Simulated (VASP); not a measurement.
# Al (Im-3m) in VASP: a series of runs

Runs on Al. Level: r2SCAN. Tasks: single point.

Program: VASP 6.6.1. These are calculated values, not measurements. Logs are shortened: lines on timing, memory, paths and dates and some standing lists are left out, and cuts for length are marked.

### 1 The crystal as given

It takes space group Im-3m (No. 229, cubic). Conventional cell: a = 3.182 Å, b = 3.182 Å, c = 3.182 Å, α = 90.00°, β = 90.00°, γ = 90.00°. Al (site symmetry m-3m) has 8 Al at 2.76 Å as nearest neighbours.

This isn't the form of Al at room conditions, which is fcc.

### 2 Single point, r2SCAN (z stretched by +4 % at fixed volume)

File POSCAR:

```
Al
1.0
   -1.5603182982      1.5603182982      1.6548674376
    1.5603182982     -1.5603182982      1.6548674376
    1.5603182982      1.5603182982     -1.6548674376
Al
1
Direct
    0.0000000000      0.0000000000      0.0000000000
```

File INCAR.step1:

```
SYSTEM = Al
PREC = Accurate
ENCUT = 520
ISMEAR = -1
SIGMA = 0.08
LREAL = .FALSE.
LASPH = .TRUE.
NELM = 100
NBANDS = 8
GGA = PE
ALGO = Normal
EDIFF = 1E-4
LWAVE = .TRUE.
LCHARG = .FALSE.
```

File INCAR.step2:

```
SYSTEM = Al
PREC = Accurate
ENCUT = 520
EDIFF = 1E-7
ISMEAR = -1
SIGMA = 0.08
LREAL = .FALSE.
LASPH = .TRUE.
NELM = 100
ALGO = Normal
ISIF = 2
LWAVE = .FALSE.
LCHARG = .FALSE.
METAGGA = R2SCAN
LMIXTAU = .TRUE.
NBANDS = 8
ISTART = 1
```

File KPOINTS:

```
Automatic mesh
0
G
  18 18 18
  0 0 0
```

Potentials or basis: VASP PAW PBE potentials, release 64 (Al).

The run is started by

```bash
$ cat potpaw_PBE.64/Al/POTCAR > POTCAR
$ cp INCAR.step1 INCAR
$ mpirun -np 1 vasp_std > vasp.out
$ cp INCAR.step2 INCAR
$ mpirun -np 1 vasp_std > vasp.out
```

OUTCAR:

```text
SYSTEM = Al
   PREC = Accurate
   ENCUT = 520
   EDIFF = 1E-7
   ISMEAR = -1
   LREAL = .FALSE.
   LASPH = .TRUE.
   NELM = 100
   ISIF = 2
   METAGGA = R2SCAN
   ISTART = 1

 ion  position               nearest neighbor table
   1  0.000  0.000  0.000-

  LATTYP: Found a body centered tetragonal cell.
 ALAT       =     3.1206365964
 C/A-ratio  =     1.0605960588

  Lattice vectors:

 A1 = (  -1.5603182982,   1.5603182982,   1.6548674376)
 A2 = (   1.5603182982,  -1.5603182982,   1.6548674376)
 A3 = (   1.5603182982,   1.5603182982,  -1.6548674376)

Analysis of symmetry for initial positions (statically):
=====================================================================
 Subroutine PRICEL returns:
 Original cell was already a primitive cell.

 Routine SETGRP: Setting up the symmetry group for a
 body centered tetragonal supercell.

 Subroutine GETGRP returns: Found 16 space group operations
 (whereof 16 operations were pure point group operations)
 out of a pool of 16 trial point group operations.

The static configuration has the point symmetry D_4h.

Analysis of symmetry for dynamics (positions and initial velocities):
=====================================================================
 Subroutine PRICEL returns:
 Original cell was already a primitive cell.

 Routine SETGRP: Setting up the symmetry group for a
 body centered tetragonal supercell.

 Subroutine GETGRP returns: Found 16 space group operations
 (whereof 16 operations were pure point group operations)
 out of a pool of 16 trial point group operations.

The dynamic configuration has the point symmetry D_4h.

 Subroutine INISYM returns: Found 16 space group operations
 (whereof 16 operations are pure point group operations),
 and found     1 'primitive' translations

----------------------------------------------------------------------------------------

                                     Primitive cell

  volume of cell :      16.1157

  direct lattice vectors                    reciprocal lattice vectors
    -1.560318298  1.560318298  1.654867438     0.000000000  0.320447437  0.302139004
     1.560318298 -1.560318298  1.654867438     0.320447437  0.000000000  0.302139004
     1.560318298  1.560318298 -1.654867438     0.320447437  0.320447437  0.000000000

  length of vectors
     2.758219103  2.758219103  2.758219103     0.440425406  0.440425406  0.453181112

  position of ions in fractional coordinates (direct lattice)
     0.000000000  0.000000000  0.000000000

  ion indices of the primitive-cell ions
   primitive index   ion index
                 1           1

----------------------------------------------------------------------------------------

 KPOINTS: Automatic mesh

Automatic generation of k-mesh.
 Grid dimensions read from file:
 generate k-points for:   18   18   18

 Generating k-lattice:

  Cartesian coordinates                     Fractional coordinates (reciprocal lattice)
     0.000000000  0.017802635  0.016785500     0.055555556  0.000000000  0.000000000
     0.017802635  0.000000000  0.016785500     0.000000000  0.055555556  0.000000000
     0.017802635  0.017802635  0.000000000     0.000000000  0.000000000  0.055555556

  Length of vectors
     0.024468078  0.024468078  0.025176728

  Shift w.r.t. Gamma in fractional coordinates (k-lattice)
     0.000000000  0.000000000  0.000000000

 Subroutine IBZKPT returns following result:
 ===========================================

 Found    480 irreducible k-points:

 Following reciprocal coordinates:
            Coordinates               Weight
  0.000000  0.000000  0.000000      1.000000
  0.055556  0.000000 -0.000000      8.000000
  0.111111  0.000000 -0.000000      8.000000
  0.166667 -0.000000  0.000000      8.000000
  0.222222  0.000000 -0.000000      8.000000
  0.277778  0.000000 -0.000000      8.000000
[... 16 lines left out ...]
 -0.277778  0.055556  0.000000     16.000000
 -0.222222  0.055556  0.000000     16.000000
 [... further k-points ...]
   k-points           NKPTS =    480   k-points in BZ     NKDIM =    480   number of bands    NBANDS=      8
   number of dos      NEDOS =    301   number of ions     NIONS =      1
   total plane-waves  NPLWV =  13824
   dimension x,y,z NGX =    24 NGY =   24 NGZ =   24
   dimension x,y,z NGXF=    48 NGYF=   48 NGZF=   48
   ions per type =               1
   NGX,Y,Z   is equivalent  to a cutoff of  14.47, 14.47, 14.47 a.u.
   NGXF,Y,Z  is equivalent  to a cutoff of  28.93, 28.93, 28.93 a.u.
 SYSTEM =  Al
   PREC   = accura    normal or accurate (medium, high low for compatibility)
   ISTART =      1    job   : 0-new  1-cont  2-samecut
   ICHARG =      0    charge: 1-file 2-atom 10-const
   ISPIN  =      1    spin polarized calculation?
   LNONCOLLINEAR =      F non collinear calculations
   LSORBIT =      F    spin-orbit coupling
   LASPH  =      T    aspherical Exc in radial PAW
   ENCUT  =  520.0 eV  38.22 Ry    6.18 a.u.   5.13  5.13  5.13*2*pi/ulx,y,z
   NELM   =    100;   NELMIN=  2; NELMDL=  0     # of ELM steps
   EDIFF  = 0.1E-06   stopping-criterion for ELM
   LREAL  =      F    real-space projection
   EDIFFG = 0.1E-05   stopping-criterion for IOM
   NSW    =      0    number of steps for IOM
   IBRION =     -1    ionic relax: 0-MD 1-quasi-New 2-CG
   NFREE  =      0    steps in history (QN), initial steepest desc. (CG)
   ISIF   =      2    stress and relaxation
   ISYM   =      2    0-nonsym 1-usesym 2-fastsym
   POTIM  = 0.5000    time-step for ionic-motion
   TEBEG  =    0.0;   TEEND  =   0.0 temperature during run
   PSTRESS=    0.0 pullay stress
   NELECT =       3.0000    total number of electrons
   NUPDOWN=      -1.0000    fix difference up-down
   EMIN   =  10.00;   EMAX   =-10.00  energy-range for DOS
   EFERMI =   0.00;   METHOD = LEGACY
   ISMEAR =    -1;   SIGMA  =   0.08  broadening in eV -4-tet -1-fermi 0-gaus
   EFERMI_NEDOS =   21; number of points for ismear=-14 and -15
   IALGO  =     38    algorithm
   IMIX   =      4    mixing-type and parameters
     AMIX     =   0.40;   BMIX     =  1.00
     AMIX_MAG =   1.60;   BMIX_MAG =  1.00
  volume/ion in A,a.u.               =      16.12       108.75
  Fermi-wavevector in a.u.,A,eV,Ry     =   0.934757  1.766435 11.888371  0.873771
  Thomas-Fermi vector in A             =   2.061595
   LORBIT       =      0    0 simple, 1 ext, 2 COOP (PROOUT), +10 PAW based schemes
   METAGGA = R2SCAN    functional components
   LHFCALC =     F    Hartree Fock is set to
   AEXX    =    0.0000 exact exchange contribution
   IVDW    =     0    specifies the selected vdW correction
   LEPSILON=     F    determine dielectric tensor
   LRPA    =     F    only Hartree local field effects (RPA)
 non-spin polarized calculation
  energy-cutoff  :      520.00
  volume of cell :       16.12
 maximum number of plane-waves:       450
 NGX is ok and might be reduce to    24
   NGX = 11   NGY = 11   NGZ = 11

 number of electron       3.0000000 magnetization

 Free energy of the ion-electron system (eV)
  ---------------------------------------------------
  ext. energy  EPLUGINS =         0.00000000
  ---------------------------------------------------
  free energy    TOTEN  =        -6.63374494 eV

  energy without entropy =       -6.62519593  energy(sigma->0) =       -6.62947044

 E-fermi :   8.2889     XC(G=0): -11.0089

 val. band max:        8.2765456050   @ k =  -0.3333  -0.3889   0.1111
 cond. band min:       8.3017511788   @ k =  -0.4444   0.4444   0.2778
 fundamental gap:      0.0252055738
 Fermi energy:         8.2888908572

 k-point     1 :       0.0000    0.0000    0.0000
  band No.  band energies     occupation
      1      -3.7484      2.00000
      2      22.0305      0.00000
      3      22.0305      0.00000
      4      23.4811      0.00000
      5      24.1705      0.00000
      6      24.6158      0.00000
      7      24.6158      0.00000
      8      24.8489      0.00000

 k-point     2 :       0.0556    0.0000   -0.0000
  band No.  band energies     occupation
      1      -3.6542      2.00000
      2      20.8920      0.00000
      3      21.5827      0.00000
      4      22.9444      0.00000
      5      23.7636      0.00000
      6      24.4514      0.00000
      7      25.1348      0.00000
      8      25.3436      0.00000

 k-point     3 :       0.1111    0.0000   -0.0000
  band No.  band energies     occupation
      1      -3.3718      2.00000
      2      18.6354      0.00000
      3      20.7354      0.00000
      4      21.9816      0.00000
      5      22.9370      0.00000
      6      24.3164      0.00000
      7      25.3063      0.00000
      8      25.8676      0.00000

 k-point     4 :       0.1667   -0.0000    0.0000
  band No.  band energies     occupation
      1      -2.9023      2.00000
      2      16.1875      0.00000
      3      19.8895      0.00000
      4      20.9683      0.00000
      5      22.1495      0.00000
      6      23.6072      0.00000
      7      25.6925      0.00000
      8      26.2761      0.00000

 k-point     5 :       0.2222    0.0000   -0.0000
  band No.  band energies     occupation
      1      -2.2476      2.00000
      2      13.7817      0.00000
      3      19.1464      0.00000
      4      20.0373      0.00000
      5      21.4173      0.00000
      6      22.8780      0.00000
      7      26.1200      0.00000
      8      27.0368      0.00000
[... 177 lines left out ...]
 k-point    22 :      -0.3333    0.0556    0.0000
  band No.  band energies     occupation
      1      -0.8225      2.00000
      2      10.3857      0.00000
      3      17.4080      0.00000
      4      18.3345      0.00000
      5      21.4411      0.00000
      6      22.4164      0.00000
      7      25.9367      0.00000
      8      29.6042      0.00000

 k-point    23 :      -0.2778    0.0556    0.0000
  band No.  band energies     occupation
      1      -1.7546      2.00000
      2      12.6094      0.00000
      3      18.1486      0.00000
      4      18.8540      0.00000
      5      22.1171      0.00000
      6      22.7478      0.00000
      7      25.4599      0.00000
      8      28.4807      0.00000

 k-point    24 :      -0.2222    0.0556    0.0000
  band No.  band energies     occupation
      1      -2.5058      2.00000
      2      14.9552      0.00000
      3      19.0412      0.00000
      4      19.5087      0.00000
      5      22.7954      0.00000
      6      23.1698      0.00000
      7      25.2616      0.00000
      8      27.3744      0.00000

 [... further k-points ...]

------------------------ aborting loop because EDIFF is reached ----------------------------------------

  FORCE on cell =-STRESS in cart. coord.  units (eV):
  Direction    XX          YY          ZZ          XY          YZ          ZX
  --------------------------------------------------------------------------------------
  -------------------------------------------------------------------------------------
  Total       -0.0647115     -0.0647115      0.1663737      0.0000000      0.0000000      0.0000000
  in kB       -6.4334306     -6.4334306     16.5403844      0.0000000      0.0000000      0.0000000
  external PRESSURE =       1.2245077 kB  Pullay stress =       0.0000000 kB

 VOLUME and BASIS-vectors are now :
 -----------------------------------------------------------------------------
  energy-cutoff  :      520.00
  volume of cell :       16.12
      direct lattice vectors                 reciprocal lattice vectors
    -1.560318298  1.560318298  1.654867438     0.000000000  0.320447437  0.302139004
     1.560318298 -1.560318298  1.654867438     0.320447437  0.000000000  0.302139004
     1.560318298  1.560318298 -1.654867438     0.320447437  0.320447437  0.000000000

 POSITION                                       TOTAL-FORCE (eV/Angst)
 -----------------------------------------------------------------------------------
      0.00000      0.00000      0.00000         0.000000      0.000000      0.000000
 -----------------------------------------------------------------------------------
    total drift:                                0.000000      0.000000      0.000000

  FREE ENERGIE OF THE ION-ELECTRON SYSTEM (eV)
  ---------------------------------------------------
  free  energy   TOTEN  =        -6.6337449430 eV

  energy  without entropy=       -6.6251959333  energy(sigma->0) =       -6.62947044
```

Wall time 3.2 min (1 thread of Intel Xeon Platinum 8375C at 2.90GHz (Ice Lake), shared host); peak memory 0.17 GiB.

Results:

```yaml
Free_energy: -6.6337 eV
Pressure: 0.1 GPa
Band_gap_on_the_k_mesh: none (metal or under the smearing width)
```

Caveat: the PAW data sets were made with another functional, which shifts forces and pressure a little.

### 3 Single point, r2SCAN

File POSCAR:

```
Al
1.0
   -1.5912186900      1.5912186900      1.5912186900
    1.5912186900     -1.5912186900      1.5912186900
    1.5912186900      1.5912186900     -1.5912186900
Al
1
Direct
    0.0000000000      0.0000000000      0.0000000000
```

File INCAR.step1:

```
ALGO = Normal ; EDIFF = 1E-4
ENCUT = 520 ; GGA = PE
ISMEAR = -1 ; LASPH = True
LCHARG = False ; LREAL = False
LWAVE = True ; NBANDS = 8
NELM = 100 ; PREC = Accurate
SIGMA = 0.08
```

File INCAR.step2:

```
ALGO = Normal ; EDIFF = 1E-7
ENCUT = 520 ; ISIF = 2
ISMEAR = -1 ; ISTART = 1
LASPH = True ; LCHARG = False
LMIXTAU = True ; LREAL = False
LWAVE = False ; METAGGA = R2SCAN
NBANDS = 8 ; NELM = 100
PREC = Accurate ; SIGMA = 0.08
```

File KPOINTS:

```
k-points
0
Gamma
  18 18 18
```

Potentials or basis: VASP PAW PBE potentials, release 64 (Al).

The run is started by

```bash
$ cat potpaw_PBE.64/Al/POTCAR > POTCAR
$ cp INCAR.step1 INCAR
$ mpirun -np 1 vasp_std > vasp.out
$ cp INCAR.step2 INCAR
$ mpirun -np 1 vasp_std > vasp.out
```

OUTCAR:

```text
EDIFF = 1E-7
   ENCUT = 520
   ISIF = 2
   ISMEAR = -1
   ISTART = 1
   LASPH = True
   LREAL = False
   METAGGA = R2SCAN
   NELM = 100
   PREC = Accurate

 ion  position               nearest neighbor table
   1  0.000  0.000  0.000-

  LATTYP: Found a body centered cubic cell.
 ALAT       =     3.1824373800

  Lattice vectors:

 A1 = (  -1.5912186900,   1.5912186900,   1.5912186900)
 A2 = (   1.5912186900,  -1.5912186900,   1.5912186900)
[... 435 lines left out ...]
  band No.  band energies     occupation
      1       2.5235      2.00000
      2       5.9072      2.00000
      3      13.8336      0.00000
      4      17.0315      0.00000
      5      20.6831      0.00000
      6      23.6482      0.00000
      7      28.3947      0.00000
      8      31.0771      0.00000

 [... further k-points ...]
[... 5 lines left out ...]
  --------------------------------------------------------------------------------------
  -------------------------------------------------------------------------------------
  Total        0.0158626      0.0158626      0.0158626      0.0000000      0.0000000     -0.0000000
  in kB        1.5770125      1.5770125      1.5770125      0.0000000      0.0000000     -0.0000000
  external PRESSURE =       1.5770125 kB  Pullay stress =       0.0000000 kB

 VOLUME and BASIS-vectors are now :
 -----------------------------------------------------------------------------
  energy-cutoff  :      520.00
  volume of cell :       16.12
      direct lattice vectors                 reciprocal lattice vectors
    -1.591218690  1.591218690  1.591218690     0.000000000  0.314224565  0.314224565
     1.591218690 -1.591218690  1.591218690     0.314224565  0.000000000  0.314224565
     1.591218690  1.591218690 -1.591218690     0.314224565  0.314224565  0.000000000

 POSITION                                       TOTAL-FORCE (eV/Angst)
 -----------------------------------------------------------------------------------
      0.00000      0.00000      0.00000         0.000000      0.000000      0.000000
 -----------------------------------------------------------------------------------
    total drift:                               -0.000000     -0.000000     -0.000000

  FREE ENERGIE OF THE ION-ELECTRON SYSTEM (eV)
  ---------------------------------------------------
  free  energy   TOTEN  =        -6.6294153323 eV

  energy  without entropy=       -6.6212479186  energy(sigma->0) =       -6.62533163
```

Wall time 1.9 min (1 thread of AMD EPYC 7R43 (Zen 3), shared host); peak memory 0.1 GiB.

What came out:

* Free energy: -6.6294 eV
* Pressure: 0.2 GPa
* Band gap on the k mesh: none (metal or under the smearing width)

Levels at points of the mesh, in eV from the Fermi level:
```
           k point  band 1  band 2  band 3  band 4
(0.00, 0.00, 0.00)  -12.05   14.16   14.16   14.16
(0.50, 0.00, 0.00)   -4.83   -4.06    8.71    8.99
(0.50, 0.50, 0.50)    2.03    2.03    2.03    2.91
```

Caveat: the PAW data sets were made with another functional, which shifts forces and pressure a little.

### 4 Single point, r2SCAN (volume scaled by 0.97)

File POSCAR:

```
Al
1.0
   -1.5751446750      1.5751446750      1.5751446750
    1.5751446750     -1.5751446750      1.5751446750
    1.5751446750      1.5751446750     -1.5751446750
Al
1
Direct
    0.0000000000      0.0000000000      0.0000000000
```

File INCAR.step1:

```
SYSTEM = Al
PREC = Accurate
ENCUT = 520
ISMEAR = -1
SIGMA = 0.08
LREAL = .False.
LASPH = .True.
NELM = 100
NBANDS = 8
GGA = PE
ALGO = Normal
EDIFF = 1E-4
LWAVE = .True.
LCHARG = .False.
```

File INCAR.step2:

```
SYSTEM = Al
PREC = Accurate
ENCUT = 520
EDIFF = 1E-6
ISMEAR = -1
SIGMA = 0.08
LREAL = .False.
LASPH = .True.
NELM = 100
ALGO = Normal
ISIF = 2
LWAVE = .False.
LCHARG = .False.
METAGGA = R2SCAN
LMIXTAU = .True.
NBANDS = 8
ISTART = 1
```

File KPOINTS:

```
Automatic mesh
0
Gamma
  18 18 18
  0 0 0
```

The run is started by

```bash
$ cat potpaw_PBE.64/Al/POTCAR > POTCAR
$ cp INCAR.step1 INCAR
$ mpirun -np 1 vasp_std > vasp.out
$ cp INCAR.step2 INCAR
$ mpirun -np 1 vasp_std > vasp.out
```

Wall time 2 min (1 thread of AMD EPYC 7R43 (Zen 3), shared host); peak memory 0.1 GiB.

Results (log left out):

```yaml
Free_energy: -6.6250 eV
Pressure: 2.9 GPa
Band_gap_on_the_k_mesh: none (metal or under the smearing width)
```

Levels at points of the mesh, in eV from the Fermi level:
```tsv
k point	band 1	band 2	band 3	band 4	band 5
(0.00, 0.00, 0.00)	-12.28	14.35	14.35	14.35	16.75
(0.50, 0.00, 0.00)	-4.95	-4.10	8.78	9.24	11.00
(0.50, 0.50, 0.50)	2.08	2.08	2.08	2.85	2.85
```

Caveat: the PAW data sets were made with another functional, which shifts forces and pressure a little.

### 5 Overview

```csv
cell,gap on the mesh (eV),pressure (GPa)
z stretched by +4 % at fixed volume,none,0.1
as given,none,0.2
volume scaled by 0.97,none,2.9
```

Alike in all rows: task single point; level r2SCAN; potentials or basis VASP PAW PBE potentials, release 64 (Al); no spin polarisation; k mesh 18 × 18 × 18; cutoff (eV) 520; smearing fermi-dirac 0.08 eV.

Caveats: the PAW data sets were made with another functional, which shifts forces and pressure a little.

Total energies depend on the potentials used, so only differences within one code and one set of settings carry meaning.
